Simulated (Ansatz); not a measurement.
# A defect in a wire: W wire along [111], 3 atoms a period, Ti in place of one W

What does the defect do to the conductance?

Main program and level: Ansatz 0.2.0; DFT PBE, plane waves, PAW; relaxation of a wire's period, in the first sound run; inputs show where later runs differ.

**1. Starting point**

The cell holds 3 atoms: 3 W. Its edges and angles: a = 9.042 Å, b = 9.388 Å, c = 2.745 Å, α = 90.0°, β = 90.0°, γ = 90.0°. Vacuum lies along a and b. The structure's axis is c.

**2. Relaxation of atoms and period**

Band widths follow the bond lengths, so the wire is relaxed first. The atoms and the third cell vector are free; the box across stays fixed as vacuum. A Fermi-Dirac smearing is set since the result may be a metal. The pressure printed is a third of the stress's trace over the whole box, vacuum included; only the stress along the axis is relaxed.

The input, input.yaml:

```yaml
crystal:
  lattice:
    - [9.042, 0.0, 0.0]
    - [0.0, 9.388, 0.0]
    - [0.0, 0.0, 2.74530053]
  atoms:
    - { symbol: W, position: [0.376023004, 0.362164465, 0.0] }
    - { symbol: W, position: [0.376023004, 0.637866869, 0.333333333] }
    - { symbol: W, position: [0.62392485, 0.500015667, 0.666666667] }
kpoints:
  mp_grid: { grid: [1, 1, 30] }
scf:
  occupations: { method: fermi_dirac, width: 0.05 }
hamiltonian:
  xc: pbe
relax:
  cell: { fix: [a, b, alpha, beta, gamma] }
  max_steps: 60
```

Command:

```sh
$ ansatz run input.yaml --threads 8 --pin off --max-ram 16384MiB --backend cpu --events-out ev --progress --plain --runs-dir out
```

Numbers of over 12 decimals in the logs are rounded to 6 here.

The program printed:

```text
Engine: ansatz 0.2.0, aarch64-unknown-linux-gnu
Pseudopotentials: kind: paw
Pseudopotential: W, paw, valence charge 14, recommended cutoff 420 eV (normal), W.paw.azcp
Functional definition: PBE
  parameter kappa = 0.804
  parameter beta = 0.066725
  exchange = pbe_x(kappa = kappa, mu = beta*pi^2/3)
  correlation = pbe_c(beta = beta)
Crystal: 3 atoms, lattice volume = 233.038 Å³
Basis set: ecut = 420 eV, 4585 PW (Γ), exchange–correlation on 128×128×40 points (8 copies of the dense FFT grid, shifted against one another)
Bands: 26, of which v1, the nominal top of the filled ones, is band 21 counted from 1 (20 counted from 0)
Symmetry: 2 space group operations
Space group: P2 (ITA 3), of the structure as read, at distance tolerance 6.2e-5 Å
k-points: 16 of 30
Non-local potential: W, projectors of the file, l = 0: 3, l = 1: 2, l = 2: 2, l = 3: 1
PAW form: soft (Blöchl's): semilocal exchange-correlation on the pseudo side does not see the compensation charge
PAW one-centre angular grid: W, 590 points (default); XC on 64 Gauss nodes
Initial density: superposition of atomic densities (neutral atoms: chi_scale 0, normalization atom), corrected by the library's trained network
Initial wavefunctions: pseudopotential atomic-orbital guess
Functional: x = pbe(κ = 0.804, μ = 0.219515), c = pbe(β = 0.066725)
SCF iter   1: F=—  HF=-31144.190059 eV  |F-HF|=—  |Δ(HF+E_count)|=         —  Δρ=4.30e-3  dr2=4.18e-2  ethr=1.77e-3  ⟨swp⟩=6.5  Hψ=1864  notcnv=0
preconditioner: auto → LDOS  [metal: Δε(μ)=0.036 eV  Ē_g=2.955 eV  σ=0.050 eV  W_gap=0.18  n_scr=26 (ndim 8)  ℏωp=10.3 eV  f_vac=0.549  D(μ)=6.94/eV (n_scr^D=38)  β→1.0]
SCF iter   2: F=—  HF=-31144.195363 eV  |F-HF|=—  |Δ(HF+E_count)|=   5.30e-3  Δρ=1.25e-3  dr2=2.77e-3  ethr=9.95e-5  ⟨swp⟩=2.9  Hψ=894  notcnv=0
SCF iter   3: F=—  HF=-31144.195597 eV  |F-HF|=—  |Δ(HF+E_count)|=   2.34e-4  Δρ=4.54e-4  dr2=1.21e-3  ethr=6.60e-6  ⟨swp⟩=2.2  Hψ=788  notcnv=0
SCF iter   4: F=—  HF=-31144.195494 eV  |F-HF|=—  |Δ(HF+E_count)|=   1.03e-4  Δρ=2.22e-4  dr2=1.91e-4  ethr=2.87e-6  ⟨swp⟩=2.2  Hψ=562  notcnv=0
SCF iter   5: F=—  HF=-31144.195460 eV  |F-HF|=—  |Δ(HF+E_count)|=   3.34e-5  Δρ=5.58e-5  dr2=2.21e-5  ethr=4.54e-7  ⟨swp⟩=2.1  Hψ=577  notcnv=0
SCF iter   6: F=—  HF=-31144.195526 eV  |F-HF|=—  |Δ(HF+E_count)|=   6.61e-5  Δρ=1.41e-5  dr2=2.09e-6  ethr=5.25e-8  ⟨swp⟩=2.2  Hψ=639  notcnv=0
SCF iter   7: F=—  HF=-31144.195526 eV  |F-HF|=—  |Δ(HF+E_count)|=   9.06e-8  Δρ=6.68e-6  dr2=1.80e-7  ethr=4.98e-9  ⟨swp⟩=2.0  Hψ=572  notcnv=0
SCF iter   8: F=-31144.195527 eV  HF=-31144.195527 eV  |F-HF|=5.39e-9  |Δ(HF+E_count)|=   8.80e-8  Δρ=2.11e-6  dr2=2.69e-8  ethr=2.38e-10  ⟨swp⟩=5.2  Hψ=1610  notcnv=0
SCF 1 converged in 8 iterations: F = -31144.195527 eV  dr2 = 2.69e-8
  greatest PAW one-centre occupation: 1.000 electrons in one spin orbital (limit 2), on the W atom at site 2 (counted from 0), in its partial waves of l = 0
relax step   1: F+E_penalty+E_count = -31144.19552653 eV  Δ(F+E_penalty+E_count) = +0.000e0 eV  max|allowed force component| = 4.303e0 eV/Å  Δτ_max = 0.0000 Å  P = -7.464 GPa  Ω = 233.038 Å³  fix = [a, b, alpha, beta, gamma]  reactions: a -6.474, b -6.541 GPa; alpha +0.056 GPa/rad  (8 SCF iters, dr2 threshold 1.00e-7 eV, accepted)
Crystal: 3 atoms, lattice volume = 228.844 Å³
Basis set: ecut = 420 eV, 4501 PW (Γ), exchange–correlation on 128×128×40 points (8 copies of the dense FFT grid, shifted against one another)
Initial density: handed on by an earlier stage of this run
Initial wavefunctions: those handed on with the density
SCF iter   1: F=—  HF=-31146.044045 eV  |F-HF|=—  |Δ(HF+E_count)|=         —  Δρ=1.88e-2  dr2=2.14e0  ethr=3.10e-3  ⟨swp⟩=9.3  Hψ=2209  notcnv=0
preconditioner: auto → LDOS  [metal: Δε(μ)=0.057 eV  Ē_g=4.023 eV  σ=0.050 eV  W_gap=0.27  n_scr=26 (ndim 8)  ℏωp=10.4 eV  f_vac=0.586  D(μ)=4.99/eV (n_scr^D=24)  β→1.0]
SCF iter   2: F=—  HF=-31146.261171 eV  |F-HF|=—  |Δ(HF+E_count)|=   2.17e-1  Δρ=1.86e-2  dr2=3.21e0  ethr=3.10e-3  ⟨swp⟩=4.4  Hψ=1174  notcnv=0
SCF iter   3: F=—  HF=-31145.649666 eV  |F-HF|=—  |Δ(HF+E_count)|=   6.12e-1  Δρ=3.74e-3  dr2=7.39e-2  ethr=3.10e-3  ⟨swp⟩=3.0  Hψ=785  notcnv=0
SCF iter   4: F=—  HF=-31145.640843 eV  |F-HF|=—  |Δ(HF+E_count)|=   8.82e-3  Δρ=6.97e-4  dr2=1.55e-3  ethr=1.76e-4  ⟨swp⟩=3.0  Hψ=921  notcnv=0
SCF iter   5: F=—  HF=-31145.641218 eV  |F-HF|=—  |Δ(HF+E_count)|=   3.75e-4  Δρ=2.12e-4  dr2=1.76e-4  ethr=3.69e-6  ⟨swp⟩=2.3  Hψ=683  notcnv=0
SCF iter   6: F=—  HF=-31145.641383 eV  |F-HF|=—  |Δ(HF+E_count)|=   1.65e-4  Δρ=6.35e-5  dr2=2.26e-5  ethr=4.18e-7  ⟨swp⟩=2.0  Hψ=570  notcnv=0
SCF iter   7: F=—  HF=-31145.641388 eV  |F-HF|=—  |Δ(HF+E_count)|=   5.07e-6  Δρ=2.82e-5  dr2=5.62e-6  ethr=5.38e-8  ⟨swp⟩=2.9  Hψ=846  notcnv=0
SCF iter   8: F=—  HF=-31145.641388 eV  |F-HF|=—  |Δ(HF+E_count)|=   4.36e-7  Δρ=9.78e-6  dr2=4.40e-7  ethr=1.34e-8  ⟨swp⟩=2.3  Hψ=647  notcnv=0
SCF iter   9: F=-31145.641388 eV  HF=-31145.641388 eV  |F-HF|=2.15e-10  |Δ(HF+E_count)|=   8.16e-8  Δρ=3.11e-6  dr2=3.30e-8  ethr=7.14e-10  ⟨swp⟩=5.6  Hψ=1503  notcnv=0
SCF 2 converged in 9 iterations: F = -31145.641388 eV  dr2 = 3.30e-8
relax step   2: F+E_penalty+E_count = -31145.64138760 eV  Δ(F+E_penalty+E_count) = -1.446e0 eV  max|allowed force component| = 1.040e0 eV/Å  Δτ_max = 0.1938 Å  P = +0.553 GPa  Ω = 228.844 Å³  energy of the carried Pulay correction = +2.878e-4 eV  fix = [a, b, alpha, beta, gamma]  reactions: a +1.516, b +1.523 GPa; alpha -0.004 GPa/rad  (9 SCF iters, dr2 threshold 3.00e-7 eV, accepted)
Crystal: 3 atoms, lattice volume = 221.616 Å³
Basis set: ecut = 420 eV, 4329 PW (Γ), exchange–correlation on 128×128×40 points (8 copies of the dense FFT grid, shifted against one another)
iter 1 solved again at ethr=5.27e-4 eV; its pass at ethr=3.10e-3 eV (dr2=2.21e-1 eV) is discarded
SCF iter   1: F=—  HF=-31145.767590 eV  |F-HF|=—  |Δ(HF+E_count)|=         —  Δρ=7.14e-3  dr2=2.22e-1  ethr=5.27e-4  ⟨swp⟩=1.3  Hψ=2717  notcnv=0
preconditioner: auto → LDOS  [metal: Δε(μ)=0.066 eV  Ē_g=3.671 eV  σ=0.050 eV  W_gap=0.31  n_scr=26 (ndim 8)  ℏωp=10.6 eV  f_vac=0.572  D(μ)=4.73/eV (n_scr^D=24)  β→1.0]
SCF iter   2: F=—  HF=-31145.781121 eV  |F-HF|=—  |Δ(HF+E_count)|=   1.35e-2  Δρ=6.09e-3  dr2=2.98e-1  ethr=5.27e-4  ⟨swp⟩=4.5  Hψ=1098  notcnv=0
SCF iter   3: F=—  HF=-31145.719096 eV  |F-HF|=—  |Δ(HF+E_count)|=   6.20e-2  Δρ=7.57e-4  dr2=7.82e-4  ethr=5.27e-4  ⟨swp⟩=2.4  Hψ=817  notcnv=0
SCF iter   4: F=—  HF=-31145.719522 eV  |F-HF|=—  |Δ(HF+E_count)|=   4.26e-4  Δρ=2.65e-4  dr2=1.61e-4  ethr=1.86e-6  ⟨swp⟩=2.9  Hψ=927  notcnv=0
SCF iter   5: F=—  HF=-31145.719665 eV  |F-HF|=—  |Δ(HF+E_count)|=   1.43e-4  Δρ=5.88e-5  dr2=2.09e-5  ethr=3.82e-7  ⟨swp⟩=2.6  Hψ=566  notcnv=0
SCF iter   6: F=—  HF=-31145.719669 eV  |F-HF|=—  |Δ(HF+E_count)|=   3.79e-6  Δρ=2.00e-5  dr2=2.15e-6  ethr=4.97e-8  ⟨swp⟩=2.0  Hψ=527  notcnv=0
SCF iter   7: F=-31145.719669 eV  HF=-31145.719670 eV  |F-HF|=1.54e-7  |Δ(HF+E_count)|=   4.72e-7  Δρ=7.39e-6  dr2=2.88e-7  ethr=7.14e-10  ⟨swp⟩=6.3  Hψ=1761  notcnv=0
SCF 3 converged in 7 iterations: F = -31145.719669 eV  dr2 = 2.88e-7
relax step   3: F+E_penalty+E_count = -31145.71966943 eV  Δ(F+E_penalty+E_count) = -7.828e-2 eV  max|allowed force component| = 6.183e-1 eV/Å  Δτ_max = 0.0584 Å  P = -0.731 GPa  Ω = 221.616 Å³  energy of the carried Pulay correction = +8.031e-4 eV  fix = [a, b, alpha, beta, gamma]  reactions: a -0.796, b -0.879 GPa; alpha +0.012 GPa/rad  (7 SCF iters, dr2 threshold 3.00e-7 eV, accepted)
[...]
relax step   4: F+E_penalty+E_count = -31145.73685528 eV  Δ(F+E_penalty+E_count) = -1.719e-2 eV  max|allowed force component| = 5.782e-2 eV/Å  Δτ_max = 0.0175 Å  P = -0.011 GPa  Ω = 222.117 Å³  energy of the carried Pulay correction = +7.665e-4 eV  fix = [a, b, alpha, beta, gamma]  reactions: a +0.042, b +0.010 GPa; alpha -0.002 GPa/rad  (7 SCF iters, dr2 threshold 3.00e-7 eV, accepted)
[...]
relax step   5: F+E_penalty+E_count = -31145.73700571 eV  Δ(F+E_penalty+E_count) = -1.504e-4 eV  max|allowed force component| = 1.004e-2 eV/Å  Δτ_max = 0.0020 Å  P = +0.080 GPa  Ω = 222.048 Å³  energy of the carried Pulay correction = +7.716e-4 eV  fix = [a, b, alpha, beta, gamma]  reactions: a +0.123, b +0.104 GPa; alpha -0.010 GPa/rad  (5 SCF iters, dr2 threshold 2.09e-7 eV, accepted)
[...]
relax step   6: F+E_penalty+E_count = -31145.73701083 eV  Δ(F+E_penalty+E_count) = -5.123e-6 eV  max|allowed force component| = 5.364e-3 eV/Å  Δτ_max = 0.0005 Å  P = +0.074 GPa  Ω = 222.069 Å³  energy of the carried Pulay correction = +7.701e-4 eV  fix = [a, b, alpha, beta, gamma]  reactions: a +0.116, b +0.104 GPa; alpha -0.013 GPa/rad  (5 SCF iters, dr2 threshold 6.30e-9 eV, accepted)
Basis set: ecut = 420 eV, 4345 PW (Γ), exchange–correlation on 128×128×36 points (8 copies of the dense FFT grid, shifted against one another)
Initial wavefunctions: pseudopotential atomic-orbital guess (no wavefunctions were taken with the density)
iter 1 solved again at ethr=8.14e-8 eV; its pass at ethr=3.10e-3 eV (dr2=3.42e-5 eV) is discarded
SCF iter   1: F=—  HF=-31145.736056 eV  |F-HF|=—  |Δ(HF+E_count)|=         —  Δρ=6.58e-5  dr2=1.32e-6  ethr=8.14e-8  ⟨swp⟩=4.8  Hψ=3366  notcnv=0
SCF iter   2: F=—  HF=-31145.736222 eV  |F-HF|=—  |Δ(HF+E_count)|=   1.66e-4  Δρ=6.98e-6  dr2=6.18e-8  ethr=3.13e-9  ⟨swp⟩=2.7  Hψ=784  notcnv=0
SCF iter   3: F=—  HF=-31145.736222 eV  |F-HF|=—  |Δ(HF+E_count)|=   1.64e-8  Δρ=2.35e-6  dr2=2.48e-8  ethr=1.47e-10  ⟨swp⟩=2.8  Hψ=855  notcnv=0
SCF iter   4: F=—  HF=-31145.736222 eV  |F-HF|=—  |Δ(HF+E_count)|=   6.70e-9  Δρ=6.86e-7  dr2=2.73e-9  ethr=5.90e-11  ⟨swp⟩=2.7  Hψ=777  notcnv=0
SCF iter   5: F=—  HF=-31145.736222 eV  |F-HF|=—  |Δ(HF+E_count)|=  5.78e-10  Δρ=1.24e-7  dr2=7.55e-11  ethr=6.51e-12  ⟨swp⟩=2.4  Hψ=686  notcnv=0
SCF iter   6: F=-31145.736222 eV  HF=-31145.736222 eV  |F-HF|=3.64e-12  |Δ(HF+E_count)|=  3.64e-12  Δρ=5.09e-8  dr2=1.66e-11  ethr=1.00e-12  ⟨swp⟩=8.1  Hψ=2218  notcnv=0
SCF 7 converged in 6 iterations: F = -31145.736222 eV  dr2 = 1.66e-11
relax step   7: F+E_penalty+E_count = -31145.73622180 eV  Δ(F+E_penalty+E_count) = +7.890e-4 eV  max|allowed force component| = 5.524e-3 eV/Å  Δτ_max = 0.0000 Å  P = +0.075 GPa  Ω = 222.069 Å³  fix = [a, b, alpha, beta, gamma]  reactions: a +0.118, b +0.106 GPa; alpha -0.013 GPa/rad  stress off target by 8.75e-4 GPa on what of the cell is left free  SCF on the basis re-selected at this cell (its energy is not comparable with the rows above)  (6 SCF iters)
basis re-selected at this cell: Δ(F+E_penalty+E_count) = +7.890e-4 eV, ΔP = +0.001 GPa vs the last step (what re-selecting the basis moved, of the pressure what is left beyond the Pulay correction that the steps carried, after the strain that the cell walked since its last selection, with what the two solves' SCF thresholds leave and, on support functions, any second-order correction that the steps lacked; it is no measure of the basis error at this ecutwfc). The dense FFT grid was sized anew with the basis: this SCF ran on 64×64×18 points, the steps before it on 64×64×20, so part of this shift can come from that change (see relax.cell in the input reference). [rest of the remark cut]
SCF converged after 6 iterations
Free energy (F): -31145.736222 eV
Harris-Foulkes:  -31145.736222 eV  (|F-HF|=3.64e-12)
Internal energy: -31145.698176 eV  (E = F + TS)
E sigma→0 (E₀):  -31145.717199 eV
Entropy (-TS):   -0.038046 eV (-12.682 meV/atom)
Fermi energy:    1.633962 eV
--- Per-component energies (eV) ---
  E_band       = -1106.518537
  E_kinetic    = 1341.087272
  E_local      = -11725.550980  (includes V_loc(G=0)·N_el)
  E_nonlocal   = 12.641548
  E_hartree    = 5172.894685
  E_xc         = -791.660293
  E_vxc        = -704.222748  (∫ρ·V_xc dr)
  E_paw        = -25689.265231  (= ΣΔE_a)
  E_vpaw       = -376.262478  (= ΣTr[D̂ρ^β])
  E_aug_tail   = -0.000179  (compensation charges beyond the density's cutoff)
  E_ewald      = 534.155001
  E_smearing   = -0.038046  (= −TS)
  E_closure    = -0.000000  (closes the sum)
  Σ components = -31145.736222   (vs F -31145.736222, Δ=0.00e0)
--- Forces (eV/Å), atoms counted from 1 ---
  atom   1  W     -0.00276098     0.00091002     0.00247813
  atom   2  W     -0.00276098    -0.00091002    -0.00247813
  atom   3  W      0.00552557     0.00000000     0.00000000
  max |Σ_I F_I| component: 3.61e-6 eV/Å
--- Stress (GPa, compression-positive) ---
        0.118339       0.000000       0.000000
        0.000000       0.106161       0.013490
        0.000000       0.013490       0.000875
  P = ⅓ Tr σ = 0.0751 GPa (0.751 kbar)
--- Relaxed structure (6 steps of the walk, 6 accepted, 1 SCFs on fresh bases) ---
  F+E_penalty+E_count = -31145.73622180 eV   max|allowed force component| = 5.524e-3 eV/Å   (the final SCF, on the basis selected at the relaxed cell)
  cell:  # Å, volume = 222.0687 Å³
    - [9.042, 0, 0]
    - [0, 9.388, 0]
    - [0, 0, 2.616073]
  atoms:
    - { symbol: W, position: [0.384466, 0.376474, 0.00285507] }
    - { symbol: W, position: [0.384466, 0.623557, 0.330478] }
    - { symbol: W, position: [0.607039, 0.500016, 0.666667] }
```

It took 6.5 s on 8 threads of Arm Neoverse V2, shared host; peak memory 0.62 GiB.

Step by step:

| step | energy less that of the first step (eV) | largest force component (eV/Å) | pressure (GPa) | volume (Å³) |
| --- | --- | --- | --- | --- |
| 1 | 0.0000 | 4.3026 | -7.46 | 233.04 |
| 2 | -1.4459 | 1.0396 | 0.55 | 228.84 |
| 3 | -1.5241 | 0.6183 | -0.73 | 221.62 |
| 4 | -1.5413 | 0.0578 | -0.01 | 222.12 |
| 5 | -1.5415 | 0.0100 | 0.08 | 222.05 |
| 6 | -1.5415 | 0.0054 | 0.07 | 222.07 |
| 7* | -1.5407 | 0.0055 | 0.08 | 222.07 |

Relaxation steps marked * repeat the geometry before them on a plane-wave basis chosen anew for their cell, so energy and pressure can jump there.

The run keeps the 2 symmetry operations that it works with, so distortions that break them were not tested.

| cell as run | before | after | change |
| --- | --- | --- | --- |
| c (Å) | 2.745 | 2.616 | -4.7 % |

The atoms that moved most (Å, along periodic axes as changes of fractional coordinates times the final cell, across vacuum about the mean position):

| atom | dx | dy | dz | length |
| --- | --- | --- | --- | --- |
| W1 | 0.076 | 0.134 | 0.007 | 0.155 |
| W2 | 0.076 | -0.134 | -0.007 | 0.155 |
| W3 | -0.153 | 0.000 | 0.000 | 0.153 |

The relaxed structure:

```
W
1.0
     9.04200    0.00000    0.00000
     0.00000    9.38800    0.00000
     0.00000    0.00000    2.61607
W
3
Direct
  0.38447 0.37647 0.00286
  0.38447 0.62356 0.33048
  0.60704 0.50002 0.66667
```

This step gave:

| Quantity | Value |
| --- | --- |
| energy at zero smearing | -31145.7172 eV |
| cell length along the wire | 2.616 Å |

The cell's length comes to 2.616 Å with spin left out.

[end of part 1 of 3]

[Logs are printed without paths, hosts, clocks, repeated set-up lines and the standing remarks that a program may print on its own settings, such as how far it seeks lower states.]

[Hosts, paths, dates, database ids (printed as entryN), source tags and the programs' standing remarks are cut or masked in the printed files.]
